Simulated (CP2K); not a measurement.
# ZnS (Wurtzite-2H) (P6_3mc) in CP2K: a series of runs

Aim: see how the results for ZnS (Wurtzite-2H) move with the level of theory and the settings. Levels: PBE, LDA, PBEsol, r2SCAN, TB-mBJ. Tasks: band structure.

All numbers are computed with CP2K 2026.2; they aren't measurements. Logs are shortened: lines on timing, memory, paths and dates and some standing lists are left out, and cuts for length are marked.

**Experimental background.**

From a printed reference work, monograph, for a bulk crystal of ZnS at 4 K: band gap 3.911 eV (direct).

The results are compared with them further down.

## 1. The structure

The structure is hexagonal, space group P6_3mc (No. 186). The conventional cell has a = 3.811 Å, b = 3.811 Å, c = 6.234 Å, α = 90.00°, β = 90.00°, γ = 120.00°. Zn (site symmetry 3m) has 4 S at 2.31 to 2.40 Å as nearest neighbours. S (site symmetry 3m) is surrounded by 4 Zn at 2.31 to 2.40 Å.

## 2. Band structure, PBE

File zns_bands.inp:

```
&GLOBAL
  PROJECT zns_bands
  RUN_TYPE ENERGY_FORCE
  PRINT_LEVEL LOW
&END GLOBAL
&FORCE_EVAL
  METHOD QS
  STRESS_TENSOR ANALYTICAL
  &DFT
    BASIS_SET_FILE_NAME BASIS_MOLOPT_UZH
    POTENTIAL_FILE_NAME POTENTIAL_UZH
    &MGRID
      CUTOFF 450
      REL_CUTOFF 60
      NGRIDS 5
    &END MGRID
    &QS
      METHOD GPW
      EPS_DEFAULT 1.0E-9
    &END QS
    &KPOINTS
      SCHEME MONKHORST-PACK 8 8 5
      GAMMA_CENTERED T
      SYMMETRY T
      SYMMETRY_BACKEND SPGLIB
    &END KPOINTS
    &SCF
      SCF_GUESS ATOMIC
      EPS_SCF 1.0E-6
      MAX_SCF 100
      ADDED_MOS 14
      CHOLESKY OFF
      EPS_EIGVAL 1.0E-7
      &DIAGONALIZATION ON
        ALGORITHM STANDARD
      &END DIAGONALIZATION
      &MIXING ON
        METHOD BROYDEN_MIXING
        ALPHA 0.4
        BETA 1.5
        NBUFFER 8
      &END MIXING
      &SMEAR ON
        METHOD FERMI_DIRAC
        ELECTRONIC_TEMPERATURE 116.05
      &END SMEAR
    &END SCF
    &XC
      &XC_FUNCTIONAL
        &GGA_X_PBE
        &END GGA_X_PBE
        &GGA_C_PBE
        &END GGA_C_PBE
      &END XC_FUNCTIONAL
    &END XC
    &PRINT
      &KPOINTS ON
      &END KPOINTS
      &MULLIKEN ON
      &END MULLIKEN
      &MO ON
        ENERGIES T
        OCCUPATION_NUMBERS T
        &EACH
          QS_SCF 0
        &END EACH
        ADD_LAST NUMERIC
      &END MO
      &BAND_STRUCTURE
        FILE_NAME bands.bs
        ADDED_MOS 2
        &KPOINT_SET
          UNITS B_VECTOR
          NPOINTS 8
          SPECIAL_POINT GAMMA 0.00000000 0.00000000 0.00000000
          SPECIAL_POINT M 0.50000000 0.00000000 0.00000000
          SPECIAL_POINT K 0.33333333 0.33333333 0.00000000
          SPECIAL_POINT GAMMA 0.00000000 0.00000000 0.00000000
          SPECIAL_POINT A 0.00000000 0.00000000 0.50000000
          SPECIAL_POINT L 0.50000000 0.00000000 0.50000000
          SPECIAL_POINT H 0.33333333 0.33333333 0.50000000
          SPECIAL_POINT A 0.00000000 0.00000000 0.50000000
        &END KPOINT_SET
        &KPOINT_SET
          UNITS B_VECTOR
          NPOINTS 8
          SPECIAL_POINT L 0.50000000 0.00000000 0.50000000
          SPECIAL_POINT M 0.50000000 0.00000000 0.00000000
        &END KPOINT_SET
        &KPOINT_SET
          UNITS B_VECTOR
          NPOINTS 8
          SPECIAL_POINT K 0.33333333 0.33333333 0.00000000
          SPECIAL_POINT H 0.33333333 0.33333333 0.50000000
        &END KPOINT_SET
      &END BAND_STRUCTURE
    &END PRINT
  &END DFT
  &SUBSYS
    &CELL
      ABC 3.8110000000 3.8110000000 6.2340000000
      ALPHA_BETA_GAMMA 90.0000000000 90.0000000000 120.0000000002
      PERIODIC XYZ
    &END CELL
    &COORD
      Zn  1.9055000002 1.1001409378 3.1170000000
      Zn  -0.0000000002 2.2002818760 0.0000000000
      S   1.9055000002 1.1001409378 5.5170900000
      S   -0.0000000002 2.2002818760 2.4000900000
    &END COORD
    &KIND Zn
      BASIS_SET TZVP-MOLOPT-PBE-GTH-q12
      POTENTIAL GTH-PBE-q12
    &END KIND
    &KIND S
      BASIS_SET TZVP-MOLOPT-PBE-GTH-q6
      POTENTIAL GTH-PBE-q6
    &END KIND
    &PRINT
      &ATOMIC_COORDINATES ON
      &END ATOMIC_COORDINATES
      &CELL ON
      &END CELL
      &SYMMETRY ON
      &END SYMMETRY
    &END PRINT
  &END SUBSYS
  &PRINT
    &FORCES ON
    &END FORCES
    &STRESS_TENSOR ON
    &END STRESS_TENSOR
  &END PRINT
&END FORCE_EVAL
```

Potentials or basis: POTENTIAL_UZH Zn GTH-PBE-q12, S GTH-PBE-q6; TZVP-MOLOPT-PBE-GTH basis.

Run with:

```bash
$ OMP_NUM_THREADS=2 cp2k.psmp -i zns_bands.inp -o zns_bands.out
```

zns_bands.out:

```text

 CP2K| version string:                                       CP2K version 2026.2
 CP2K| Input file name                                             zns_bands.inp

 GLOBAL| Force Environment number                                              1
 GLOBAL| Basis set file name                                    BASIS_MOLOPT_UZH
 GLOBAL| Potential file name                                       POTENTIAL_UZH
 GLOBAL| MM Potential file name                                     MM_POTENTIAL
 GLOBAL| Coordinate file name                                      __STD_INPUT__
 GLOBAL| Method name                                                        CP2K
 GLOBAL| Project name                                                  zns_bands
 GLOBAL| Run type                                                   ENERGY_FORCE
 GLOBAL| FFT library                                                       FFTW3
[... 5 lines left out ...]
 GLOBAL| Global print level                                                  LOW
 GLOBAL| Total number of message passing processes                             1
 GLOBAL| Number of threads for this process                                    2
 GLOBAL| CPU model name                                                  UNKNOWN

 CELL| Volume [angstrom^3]:                                            78.410699
 CELL| Vector a [angstrom]:       3.811     0.000     0.000   |a| =     3.811000
 CELL| Vector b [angstrom]:      -1.906     3.300     0.000   |b| =     3.811000
 CELL| Vector c [angstrom]:       0.000     0.000     6.234   |c| =     6.234000
 CELL| Angle (b,c), alpha [degree]:                                    90.000000
 CELL| Angle (a,c), beta  [degree]:                                    90.000000
 CELL| Angle (a,b), gamma [degree]:                                   120.000000
 CELL| Numerically orthorhombic:                                              NO
 CELL| Periodicity                                                           XYZ

 CELL_REF| Volume [angstrom^3]:                                        78.410699
 CELL_REF| Vector a [angstrom     3.811     0.000     0.000   |a| =     3.811000
 CELL_REF| Vector b [angstrom    -1.906     3.300     0.000   |b| =     3.811000
 CELL_REF| Vector c [angstrom     0.000     0.000     6.234   |c| =     6.234000
 CELL_REF| Angle (b,c), alpha [degree]:                                90.000000
 CELL_REF| Angle (a,c), beta  [degree]:                                90.000000
 CELL_REF| Angle (a,b), gamma [degree]:                               120.000000
 CELL_REF| Numerically orthorhombic:                                          NO
 CELL_REF| Periodicity                                                       XYZ
[... 10 lines left out ...]

  Total number of            - Atomic kinds:                                   2
                             - Atoms:                                          4
                             - Shell sets:                                     4
                             - Shells:                                        34
                             - Primitive Cartesian functions:                 20
                             - Cartesian basis functions:                    116
                             - Spherical basis functions:                    102

  Maximum angular momentum of- Orbital basis functions:                        3
                             - Local part of the GTH pseudopotential:          0
                             - Non-local part of the GTH pseudopotential:      4

 MODULE QUICKSTEP: ATOMIC COORDINATES IN ANGSTROM

   Atom Kind Element         X             Y             Z       Z(eff)     Mass
      1    1 Zn   30      1.905500      1.100141      3.117000  12.0000  65.3800
      2    1 Zn   30     -0.000000      2.200282      0.000000  12.0000  65.3800
      3    2 S    16      1.905500      1.100141      5.517090   6.0000  32.0650
      4    2 S    16     -0.000000      2.200282      2.400090   6.0000  32.0650

 Crystal Symmetry Information
       International Symbol:                                              P6_3mc
       Point Group Symbol:                                                   6mm
       Schoenflies Symbol:                                                 C6v^4
       Number of Symmetry Operations:                                         12

 SCF PARAMETERS         Density guess:                                    ATOMIC
                        --------------------------------------------------------
                        max_scf:                                             100
                        max_scf_history:                                       0
                        max_diis:                                              4
[... 5 lines left out ...]
                        --------------------------------------------------------
[... 61 lines left out ...]
 Number of occupied orbitals:                                                 18
 Number of molecular orbitals:                                                32

 Number of orbital functions:                                                102
 Number of independent orbital functions:                                    102

 SCF WAVEFUNCTION OPTIMIZATION

  Step     Update method      Time    Convergence         Total energy    Change
  ------------------------------------------------------------------------------
     1 NoMix/Diag. 0.40E+00    5.3     1.67119513      -141.8474672444 -1.42E+02
     2 Broy./Diag. 0.40E+00    4.6     0.04080294      -141.4567649902  3.91E-01
     3 Broy./Diag. 0.40E+00    4.8     0.06953566      -141.4560571133  7.08E-04
     4 Broy./Diag. 0.40E+00    4.6     0.01649319      -141.6133407336 -1.57E-01
     5 Broy./Diag. 0.40E+00    4.6     0.00388697      -141.7152909226 -1.02E-01
     6 Broy./Diag. 0.40E+00    4.6     0.00311052      -141.6966799579  1.86E-02
     7 Broy./Diag. 0.40E+00    4.6     0.00087518      -141.6728406978  2.38E-02
     8 Broy./Diag. 0.40E+00    4.6     0.00058816      -141.6717559528  1.08E-03
     9 Broy./Diag. 0.40E+00    4.6     0.00015834      -141.6770171471 -5.26E-03
    10 Broy./Diag. 0.40E+00    4.6     0.00008556      -141.6786590154 -1.64E-03
    11 Broy./Diag. 0.40E+00    4.6     0.00007020      -141.6785762834  8.27E-05
    12 Broy./Diag. 0.40E+00    4.6     0.00001089      -141.6785986667 -2.24E-05
    13 Broy./Diag. 0.40E+00    4.6     0.00000759      -141.6785932075  5.46E-06
    14 Broy./Diag. 0.40E+00    4.6     0.00000218      -141.6786052479 -1.20E-05
    15 Broy./Diag. 0.40E+00    4.6     0.00000160      -141.6786099201 -4.67E-06
    16 Broy./Diag. 0.40E+00    4.7     0.00000068      -141.6786109646 -1.04E-06

  *** SCF run converged in    16 steps ***

  Electronic density on regular grids:        -35.9999994932        0.0000005068
  Core density on regular grids:               35.9999999653       -0.0000000347
  Total charge density on r-space grids:        0.0000004721
  Total charge density g-space grids:           0.0000004721

  Overlap energy of the core charge distribution:               0.00000000363894
  Self energy of the core charge distribution:               -207.90703237349445
  Core Hamiltonian energy:                                     61.90311962835094
  Hartree energy:                                              26.93202438984275
  Exchange-correlation energy:                                -22.60672261292247
  Electronic entropic energy:                                  -0.00000000000000
  Fermi energy:                                                 0.18306781092280

  Total energy:                                              -141.67861096458429
  Total energy (extrapolated to T->0):                       -141.67861096458429

 MO| EIGENVALUES AND OCCUPATION NUMBERS FOR K POINT 1
 MO|
 MO|  Index      Eigenvalue [a.u.]        Eigenvalue [eV]             Occupation
 MO|      1              -0.322049              -8.763389               2.000000
 MO|      2              -0.320448              -8.719840               2.000000
 MO|      3              -0.110154              -2.997455               2.000000
 MO|      4              -0.108279              -2.946417               2.000000
 MO|      5              -0.108111              -2.941849               2.000000
 MO|      6              -0.106066              -2.886202               2.000000
[... 531 lines left out ...]
 MO|     31               0.661629              18.003836               0.000000
 MO|     32               0.677454              18.434462               0.000000
 MO| Sum:                                                              36.000000
 MO| E(Fermi):            0.183068 a.u.          4.981528 eV
 MO| Band gap:            0.224022 a.u.          6.095945 eV

 [... the levels of further k-points ...]

 !-----------------------------------------------------------------------------!
                     Mulliken Population Analysis

 #  Atom  Element  Kind  Atomic population                           Net charge
       1     Zn       1         11.603559                              0.396441
       2     Zn       1         11.603563                              0.396437
       3     S        2          6.396439                             -0.396439
       4     S        2          6.396440                             -0.396440
 # Total charge                             36.000000                  0.000000

 !-----------------------------------------------------------------------------!

 KPOINTS| Band Structure Calculation
 KPOINTS| Number of k-point sets                                               3
 KPOINTS| Number of added MOs/bands                                            2
 KPOINTS| Number of k-points in set    1                                      57
 KPOINTS| In units of b-vector [2pi/Bohr]
 KPOINTS| Special point     1       GAMMA     0.000000     0.000000     0.000000
 KPOINTS| Special point     2           M     0.500000     0.000000     0.000000
 KPOINTS| Special point     3           K     0.333333     0.333333     0.000000
 KPOINTS| Special point     4       GAMMA     0.000000     0.000000     0.000000
 KPOINTS| Special point     5           A     0.000000     0.000000     0.500000
 KPOINTS| Special point     6           L     0.500000     0.000000     0.500000
 KPOINTS| Special point     7           H     0.333333     0.333333     0.500000
 KPOINTS| Special point     8           A     0.000000     0.000000     0.500000
 KPOINTS| Number of k-points in set    2                                       9
 KPOINTS| In units of b-vector [2pi/Bohr]
 KPOINTS| Special point     1           L     0.500000     0.000000     0.500000
 KPOINTS| Special point     2           M     0.500000     0.000000     0.000000
 KPOINTS| Number of k-points in set    3                                       9
 KPOINTS| In units of b-vector [2pi/Bohr]
 KPOINTS| Special point     1           K     0.333333     0.333333     0.000000
 KPOINTS| Special point     2           H     0.333333     0.333333     0.500000

 ENERGY| Total FORCE_EVAL ( QS ) energy [hartree]           -141.678609682481436

 FORCES| Atomic forces [hartree/bohr]
 FORCES|   Atom     x               y               z               |f|
 FORCES|      1  1.05319487E-06 -6.15795859E-07  7.36057845E-03   7.36057856E-03
 FORCES|      2 -1.05316851E-06  6.17075685E-07  7.36056173E-03   7.36056183E-03
 FORCES|      3  9.76298261E-07 -5.61098030E-07 -6.55098324E-03   6.55098334E-03
 FORCES|      4 -9.76324633E-07  5.59817028E-07 -6.55099995E-03   6.55100004E-03
 FORCES| Sum    -1.64852710E-14 -1.17626500E-12  1.61915700E-03
 FORCES| Total atomic force                                       1.61915700E-03

 STRESS| Analytical stress tensor [bar]
 STRESS|                        x                   y                   z
 STRESS|      x        3.45498164003E+04   5.62875285548E+00  -7.45380694334E-05
 STRESS|      y        5.62875285548E+00   3.45562451832E+04   2.11611966562E-03
 STRESS|      z       -7.45380694334E-05   2.11611966562E-03   1.43617942715E+04
 STRESS| 1/3 Trace                                             2.78226186183E+04
 STRESS| Determinant                                           1.71467170125E+13

 STRESS| Eigenvectors and eigenvalues of the analytical stress tensor [bar]
 STRESS|                        1                   2                   3
 STRESS| Eigenvalues   1.43617942715E+04   3.45465488807E+04   3.45595127028E+04
 STRESS|      x           0.000000003721      0.864841550378      0.502044911078
 STRESS|      y          -0.000000104788     -0.502044911078      0.864841550378
 STRESS|      z           1.000000000000     -0.000000055827      0.000000088757
```

It took 88 s on 2 threads of Arm Neoverse N1, shared host; peak memory 0.48 GiB.

Results:

```yaml
Free_energy: -3855.2710 eV
Pressure: 2.8 GPa
Band_gap_on_the_k_mesh: 2.21 eV, direct
Band_gap_along_the_path: 2.21 eV, direct
Mulliken_charges: Zn +0.40; S -0.40 e
```

Levels at the corners of the path, in eV from the valence-band top:
| point | band 15 | band 16 | band 17 | band 18 | band 19 | band 20 | band 21 | band 22 |
| --- | --- | --- | --- | --- | --- | --- | --- | --- |
| Γ | -0.87 | -0.02 | -0.02 | 0.00 | 2.21 | 2.98 | 6.32 | 6.32 |
| M | -3.17 | -2.27 | -1.57 | -1.00 | 3.65 | 4.26 | 5.22 | 7.28 |
| K | -3.89 | -2.23 | -2.22 | -2.22 | 4.52 | 5.94 | 5.94 | 7.99 |
| Γ | -0.87 | -0.02 | -0.02 | 0.00 | 2.21 | 2.98 | 6.32 | 6.32 |
| A | -0.46 | -0.46 | -0.46 | -0.46 | 3.49 | 3.49 | 6.78 | 6.78 |
| L | -1.68 | -1.68 | -1.54 | -1.54 | 3.62 | 3.62 | 5.22 | 5.22 |
| H | -3.13 | -3.13 | -1.26 | -1.26 | 4.56 | 4.56 | 6.56 | 6.56 |
| A | -0.46 | -0.46 | -0.46 | -0.46 | 3.49 | 3.49 | 6.78 | 6.78 |
| L | -1.68 | -1.68 | -1.54 | -1.54 | 3.62 | 3.62 | 5.22 | 5.22 |
| M | -3.17 | -2.27 | -1.57 | -1.00 | 3.65 | 4.26 | 5.22 | 7.28 |
| K | -3.89 | -2.23 | -2.22 | -2.22 | 4.52 | 5.94 | 5.94 | 7.99 |
| H | -3.13 | -3.13 | -1.26 | -1.26 | 4.56 | 4.56 | 6.56 | 6.56 |

Caveat: Mulliken charges move with the basis; the basis of atomic orbitals isn't converged, which shifts pressures, moduli and gaps.

(Continued in part 2 of 3.)
